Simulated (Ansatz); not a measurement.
**Ti in Ansatz: the effect of target pressure**

Ti:

```
Ti
1.0
     2.95000    0.00000    0.00000
    -1.47500    2.55477    0.00000
     0.00000    0.00000    4.68000
Ti
2
Direct
  0.66667 0.33333 0.75000
  0.33333 0.66667 0.25000
```

Alike in all runs:

- Program: Ansatz 0.2.0
- Task: relaxation of cell and atoms
- Functional: PBE
- Potentials or basis: Ansatz PAW
- Cutoff: 420 eV (not typed: the program's choice for these potentials)
- k mesh: 10 × 10 × 6
- Occupations: fermi-dirac, width 0.05 eV
- Spin: no spin polarisation

Each run relaxes the cell or the atoms first.

```csv
target pressure,relaxed volume (Å³/atom)
0 GPa,17.40
2 GPa,17.10
5 GPa,16.69
10 GPa,16.08
20 GPa,15.11
30 GPa,?
```

**Question.** What does the run with target pressure 30 GPa give?

**Answer.** Relaxed volume 14.34 Å³/atom.

Worked out: In Murnaghan's law V^(-B') rises as a straight line in P. The other rows fit best with B' = 3.3, V0 = 17.40 Å³/atom and B0 = 111 GPa, which gives 14.35 Å³/atom at 30 GPa, against the run's 14.34.

Caveats: the plane-wave basis is chosen anew once the cell has moved, so the energies of steps on either side of that aren't comparable; the volume moved by over 15 % at a fixed basis, so the end points are rough (some runs).
